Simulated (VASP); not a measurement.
# ZnS in VASP: one cell, several levels of theory

Aim: gap, levels, forces and stress of ZnS in the zincblende structure, strained and with displaced atoms at fixed geometry. Runs: PBE, r2SCAN.

Program: VASP 6.6.1. PAW datasets, plane waves. The values are computed, spin-unpolarised, and not measurements.

## (1) Starting point

The symmetry is P1 (No. 1, triclinic); a = 3.699 Å, b = 3.705 Å, c = 3.710 Å, α = 90.5°, β = 119.5°, γ = 119.1° in the conventional setting, 18.26 Å³ an atom. Near Zn stand 4 S at 2.19–2.44 Å; near S stand 4 Zn at 2.19–2.44 Å.

Structure file:

```
CELL_PARAMETERS angstrom
0.00520 2.62910 2.67570
2.63960 0.01660 2.66430
2.63030 2.60850 0.02580
ATOMIC_POSITIONS crystal
Zn 0.00890 0.02090 0.97160
S 0.27380 0.21640 0.24930
```

## (2) PBE

Contents of INCAR:

```
ENCUT = 520.000000
SIGMA = 0.020000
EDIFF = 1.00e-07
GGA = PE
PREC = Accurate
IBRION = -1
ISIF = 2
ISMEAR = -1
NBANDS = 16
NELM = 120
NSW = 0
LASPH = .TRUE.
LCHARG = .FALSE.
LWAVE = .FALSE.
LREAL = .FALSE.
```

Contents of KPOINTS:

```
KPOINTS created by Atomic Simulation Environment
0
Gamma
8 8 8
0 0 0
```

Contents of POSCAR:

```
Zn S
 1.0000000000000000
     0.0052000000000000    2.6291000000000002    2.6757000000000000
     2.6396000000000002    0.0166000000000000    2.6642999999999999
     2.6303000000000001    2.6084999999999998    0.0258000000000000
 Zn  S
   1   1
Cartesian
  2.6108134000000001  2.5581645300000000  0.1045648800000000
  1.2283669900000000  1.3737388699999999  1.3155931199999999
```

The run uses the recommended PBE PAW datasets (18 valence electrons a neutral cell).

OSZICAR:

```text
N       E                     dE             d eps       ncg     rms          rms(c)
DAV:   1     0.907993678602E+02    0.90799E+02   -0.89596E+03  8328   0.139E+03
DAV:   2    -0.130022996531E+01   -0.92100E+02   -0.86258E+02  9544   0.267E+02
DAV:   3    -0.705813004854E+01   -0.57579E+01   -0.57344E+01 10504   0.648E+01
DAV:   4    -0.711686816902E+01   -0.58738E-01   -0.58726E-01 10136   0.673E+00
DAV:   5    -0.711751331702E+01   -0.64515E-03   -0.64513E-03 10704   0.686E-01    0.815E+00
DAV:   6    -0.669013331936E+01    0.42738E+00   -0.78135E-01 12640   0.323E+01    0.625E+00
DAV:   7    -0.666525603312E+01    0.24877E-01   -0.29174E-01 10304   0.517E+00    0.310E+00
DAV:   8    -0.666431899048E+01    0.93704E-03   -0.66471E-03 11320   0.132E+00    0.836E-01
DAV:   9    -0.666440135556E+01   -0.82365E-04   -0.16551E-03 10208   0.323E-01    0.890E-02
DAV:  10    -0.666450652604E+01   -0.10517E-03   -0.15156E-04 11040   0.967E-02    0.580E-02
DAV:  11    -0.666454817301E+01   -0.41647E-04   -0.56512E-05  9408   0.613E-02    0.255E-02
DAV:  12    -0.666454852814E+01   -0.35513E-06   -0.24231E-06 11456   0.229E-02    0.469E-03
DAV:  13    -0.666454875969E+01   -0.23154E-06   -0.62967E-07  9912   0.101E-02    0.790E-04
DAV:  14    -0.666454876655E+01   -0.68587E-08   -0.47970E-08  8808   0.429E-03
   1 F= -.66645488E+01 E0= -.66645488E+01  d E =-.157503E-10
```

OUTCAR, selected sections:

```text
k-points           NKPTS =    260   k-points in BZ     NKDIM =    260   number of bands    NBANDS=     16

   NELECT =      18.0000    total number of electrons

   dimension x,y,z NGX =    28 NGY =   28 NGZ =   28
   dimension x,y,z NGXF=    56 NGYF=   56 NGZF=   56

  energy-cutoff  :      520.00
  volume of cell :       36.52
      direct lattice vectors                 reciprocal lattice vectors
     0.005200000  2.629100000  2.675700000    -0.190312429  0.190049757  0.187363983
     2.639600000  0.016600000  2.664300000     0.189280939 -0.192732242  0.189007765
     2.630300000  2.608500000  0.025800000     0.190610827  0.193037968 -0.190046455

 k-points in reciprocal lattice and weights: KPOINTS created by Atomic Simulation Env
   0.00000000  0.00000000  0.00000000       0.002
   0.12500000  0.00000000  0.00000000       0.004
   0.25000000  0.00000000  0.00000000       0.004
   0.37500000  0.00000000  0.00000000       0.004
   0.50000000  0.00000000  0.00000000       0.002
   0.00000000  0.12500000 -0.00000000       0.004
   0.12500000  0.12500000 -0.00000000       0.004
   0.25000000  0.12500000  0.00000000       0.004
[... 252 more k-points ...]

 E-fermi :   3.3184

 k-point     1 :       0.0000    0.0000    0.0000
  band No.  band energies     occupation
      1     -10.8720      2.00000
      2      -3.9744      2.00000
      3      -3.9228      2.00000
      4      -3.6980      2.00000
      5      -3.2750      2.00000
      6      -3.2653      2.00000
      7       2.7509      2.00000
      8       2.7996      2.00000
      9       2.9506      2.00000
     10       5.3344      0.00000
     11       9.0991      0.00000
     12       9.2597      0.00000
     13       9.4077      0.00000
     14      14.5426      0.00000
     15      14.8117      0.00000
     16      15.0728      0.00000

 k-point     2 :       0.1250    0.0000    0.0000
  band No.  band energies     occupation
      1     -10.7386      2.00000
      2      -3.9625      2.00000
      3      -3.9047      2.00000
      4      -3.6834      2.00000
      5      -3.2767      2.00000
      6      -3.2689      2.00000
      7       1.6142      2.00000
      8       2.5935      2.00000
      9       2.7876      2.00000
     10       6.1664      0.00000
     11       9.0590      0.00000
     12       9.4792      0.00000
     13       9.7563      0.00000
     14      13.9356      0.00000
     15      14.1576      0.00000
     16      15.8412      0.00000

 k-point     3 :       0.2500    0.0000    0.0000
  band No.  band energies     occupation
      1     -10.3867      2.00000
      2      -3.9340      2.00000
      3      -3.8271      2.00000
      4      -3.6507      2.00000
      5      -3.2790      2.00000
      6      -3.2602      2.00000
      7      -0.2420      2.00000
      8       2.1662      2.00000
      9       2.4932      2.00000
     10       6.6434      0.00000
     11       9.5193      0.00000
     12      10.0483      0.00000
     13      10.3687      0.00000
     14      13.7364      0.00000
     15      13.9617      0.00000
     16      15.2859      0.00000

 k-point     4 :       0.3750    0.0000    0.0000
  band No.  band energies     occupation
      1      -9.9801      2.00000
      2      -3.8144      2.00000
      3      -3.7419      2.00000
      4      -3.5719      2.00000
      5      -3.2716      2.00000
      6      -3.2253      2.00000
      7      -1.8886      2.00000
      8       1.7854      2.00000
      9       2.2335      2.00000
     10       6.5001      0.00000
     11       9.4192      0.00000
     12      10.4675      0.00000
     13      11.4285      0.00000
     14      14.7763      0.00000
     15      14.9251      0.00000
     16      15.3407      0.00000

 k-point     5 :       0.5000    0.0000    0.0000
  band No.  band energies     occupation
      1      -9.7899      2.00000
      2      -3.7493      2.00000
      3      -3.7099      2.00000
      4      -3.2682      2.00000
      5      -3.2643      2.00000
      6      -3.1053      2.00000
      7      -2.9199      2.00000
      8       1.6366      2.00000
      9       2.1330      2.00000
     10       6.4082      0.00000
     11       9.2935      0.00000
     12      10.4030      0.00000
     13      12.0187      0.00000
     14      15.3079      0.00000
     15      16.1137      0.00000
     16      16.7667      0.00000

[... the tables of k-points 6 to 260 left out ...]

  Total        2.3262096      2.2441801      2.1308256      0.8469797      0.0426369     -0.9717367
  in kB      102.0655948     98.4664392     93.4928564     37.1623800      1.8707524    -42.6362618
  external PRESSURE =      98.0082968 kB  Pullay stress =       0.0000000 kB

 POSITION                                       TOTAL-FORCE (eV/Angst)
 -----------------------------------------------------------------------------------
      2.61081      2.55816      0.10456        -0.064973      0.731582     -0.659069
      1.22837      1.37374      1.31559         0.064973     -0.731582      0.659069
 -----------------------------------------------------------------------------------
    total drift:                                0.000287      0.000025     -0.000132

  FREE ENERGIE OF THE ION-ELECTRON SYSTEM (eV)
  ---------------------------------------------------
  free  energy   TOTEN  =        -6.6645487665 eV

  energy  without entropy=       -6.6645487665  energy(sigma->0) =       -6.66454877
```

The PBE gap is 2.38 eV, direct at Γ among the points of the k mesh. The pressure is 9.80 GPa, and the largest force is 0.987 eV/Å, on atom 1 (Zn).

## (3) r2SCAN

INCAR: that of step 2 with these lines changed.

```diff
@@ -3,3 +3,4 @@
 EDIFF = 1.00e-07
-GGA = PE
+ALGO = Normal
+METAGGA = R2SCAN
 PREC = Accurate
```

KPOINTS is that of step 2.

POSCAR is that of step 2.

OSZICAR:

```text
N       E                     dE             d eps       ncg     rms          rms(c)
DAV:   1     0.776049355758E+02    0.77605E+02   -0.91298E+03  8336   0.142E+03
DAV:   2    -0.158567094240E+02   -0.93462E+02   -0.87617E+02  9512   0.274E+02
DAV:   3    -0.217356763614E+02   -0.58790E+01   -0.58557E+01 10440   0.669E+01
DAV:   4    -0.217928110267E+02   -0.57135E-01   -0.57124E-01 10152   0.679E+00
DAV:   5    -0.217933837571E+02   -0.57273E-03   -0.57272E-03 10632   0.652E-01    0.842E+00
DAV:   6    -0.187518134868E+02    0.30416E+01   -0.15187E+00  9104   0.394E+01    0.725E+00
DAV:   7    -0.187148767552E+02    0.36937E-01   -0.46105E-01 10640   0.116E+01    0.414E+00
DAV:   8    -0.187280286217E+02   -0.13152E-01   -0.35628E-02 10712   0.186E+00    0.125E+00
DAV:   9    -0.187286340906E+02   -0.60547E-03   -0.38013E-03 10584   0.144E+00    0.140E-01
DAV:  10    -0.187287322345E+02   -0.98144E-04   -0.10191E-03  9880   0.336E-01    0.781E-02
DAV:  11    -0.187287547358E+02   -0.22501E-04   -0.17835E-04 10696   0.388E-01    0.613E-02
DAV:  12    -0.187287666753E+02   -0.11940E-04   -0.92465E-05 10880   0.234E-01    0.152E-02
DAV:  13    -0.187287658135E+02    0.86186E-06   -0.55034E-06  9664   0.232E-02    0.812E-03
DAV:  14    -0.187287664922E+02   -0.67870E-06   -0.35506E-07 10792   0.129E-02    0.229E-03
DAV:  15    -0.187287672050E+02   -0.71284E-06   -0.10135E-07  5240   0.407E-03    0.118E-03
DAV:  16    -0.187287672667E+02   -0.61681E-07   -0.69825E-09  5024   0.182E-03
   1 F= -.18728767E+02 E0= -.18728767E+02  d E =-.247021E-10
```

Parts of OUTCAR:

```text
k-points           NKPTS =    260   k-points in BZ     NKDIM =    260   number of bands    NBANDS=     16

   NELECT =      18.0000    total number of electrons

   dimension x,y,z NGX =    28 NGY =   28 NGZ =   28
   dimension x,y,z NGXF=    56 NGYF=   56 NGZF=   56

  energy-cutoff  :      520.00
  volume of cell :       36.52
      direct lattice vectors                 reciprocal lattice vectors
     0.005200000  2.629100000  2.675700000    -0.190312429  0.190049757  0.187363983
     2.639600000  0.016600000  2.664300000     0.189280939 -0.192732242  0.189007765
     2.630300000  2.608500000  0.025800000     0.190610827  0.193037968 -0.190046455

 k-points in reciprocal lattice and weights: KPOINTS created by Atomic Simulation Env
   0.00000000  0.00000000  0.00000000       0.002
   0.12500000  0.00000000  0.00000000       0.004
   0.25000000  0.00000000  0.00000000       0.004
   0.37500000  0.00000000  0.00000000       0.004
   0.50000000  0.00000000  0.00000000       0.002
   0.00000000  0.12500000 -0.00000000       0.004
   0.12500000  0.12500000 -0.00000000       0.004
   0.25000000  0.12500000  0.00000000       0.004
[... 252 more k-points ...]

 E-fermi :   3.0401

 k-point     1 :       0.0000    0.0000    0.0000
  band No.  band energies     occupation
      1     -11.6962      2.00000
      2      -4.4139      2.00000
      3      -4.3606      2.00000
      4      -4.1269      2.00000
      5      -3.6567      2.00000
      6      -3.6476      2.00000
      7       2.4820      2.00000
      8       2.5298      2.00000
      9       2.6819      2.00000
     10       5.6465      0.00000
     11       9.3211      0.00000
     12       9.4922      0.00000
     13       9.6410      0.00000
     14      14.8100      0.00000
     15      15.0875      0.00000
     16      15.5197      0.00000

 k-point     2 :       0.1250    0.0000    0.0000
  band No.  band energies     occupation
      1     -11.5597      2.00000
      2      -4.4001      2.00000
      3      -4.3409      2.00000
      4      -4.1106      2.00000
      5      -3.6585      2.00000
      6      -3.6511      2.00000
      7       1.3654      2.00000
      8       2.3215      2.00000
      9       2.5157      2.00000
     10       6.4548      0.00000
     11       9.2829      0.00000
     12       9.7173      0.00000
     13       9.9988      0.00000
     14      14.1913      0.00000
     15      14.4143      0.00000
     16      16.2941      0.00000

 k-point     3 :       0.2500    0.0000    0.0000
  band No.  band energies     occupation
      1     -11.2005      2.00000
      2      -4.3664      2.00000
      3      -4.2587      2.00000
      4      -4.0725      2.00000
      5      -3.6602      2.00000
      6      -3.6434      2.00000
      7      -0.5373      2.00000
      8       1.8833      2.00000
      9       2.2128      2.00000
     10       6.9182      0.00000
     11       9.7588      0.00000
     12      10.3111      0.00000
     13      10.6199      0.00000
     14      13.9925      0.00000
     15      14.2377      0.00000
     16      15.6465      0.00000

 k-point     4 :       0.3750    0.0000    0.0000
  band No.  band energies     occupation
      1     -10.7866      2.00000
      2      -4.2433      2.00000
      3      -4.1681      2.00000
      4      -3.9803      2.00000
      5      -3.6520      2.00000
      6      -3.6105      2.00000
      7      -2.2380      2.00000
      8       1.4902      2.00000
      9       1.9448      2.00000
     10       6.7501      0.00000
     11       9.6213      0.00000
     12      10.6843      0.00000
     13      11.7369      0.00000
     14      15.1125      0.00000
     15      15.3175      0.00000
     16      15.6953      0.00000

 k-point     5 :       0.5000    0.0000    0.0000
  band No.  band energies     occupation
      1     -10.5938      2.00000
      2      -4.1765      2.00000
      3      -4.1341      2.00000
      4      -3.6552      2.00000
      5      -3.6447      2.00000
      6      -3.4905      2.00000
      7      -3.3060      2.00000
      8       1.3360      2.00000
      9       1.8410      2.00000
     10       6.6500      0.00000
     11       9.4815      0.00000
     12      10.6027      0.00000
     13      12.3089      0.00000
     14      15.7868      0.00000
     15      16.5057      0.00000
     16      17.1567      0.00000

[... the tables of k-points 6 to 260 left out ...]

  Total        1.7881677      1.7128953      1.5843593      0.8175104      0.0078915     -0.9472777
  in kB       78.4582770     75.1555999     69.5159109     35.8693752      0.3462497    -41.5630926
  external PRESSURE =      74.3765959 kB  Pullay stress =       0.0000000 kB

 POSITION                                       TOTAL-FORCE (eV/Angst)
 -----------------------------------------------------------------------------------
      2.61081      2.55816      0.10456        -0.056119      0.733466     -0.650668
      1.22837      1.37374      1.31559         0.056119     -0.733466      0.650668
 -----------------------------------------------------------------------------------
    total drift:                                0.008937      0.013448      0.008912

  FREE ENERGIE OF THE ION-ELECTRON SYSTEM (eV)
  ---------------------------------------------------
  free  energy   TOTEN  =       -18.7287672667 eV

  energy  without entropy=      -18.7287672667  energy(sigma->0) =      -18.72876727
```

r2SCAN gives a direct gap of 2.96 eV at Γ among the points of the k mesh. The pressure is 7.44 GPa, and the largest force is 0.982 eV/Å, on atom 1 (Zn).

## (4) Summary

```
 level  gap (eV)  pressure (GPa)  largest force (eV/Å)
   PBE     2.38*            9.80                 0.987
r2SCAN     2.96*            7.44                 0.982
```

A star marks a gap among the mesh's points alone.

What this shows: The gap runs from 2.38 eV (PBE) to 2.96 eV (r2SCAN). At this one volume the pressure spans 7.4 GPa (r2SCAN) to 9.8 GPa (PBE): PBE wants the largest cell and r2SCAN the smallest. Forces up to 0.99 eV/Å (PBE) show atoms off their equilibrium places at that level; the least is 0.982 eV/Å (r2SCAN).
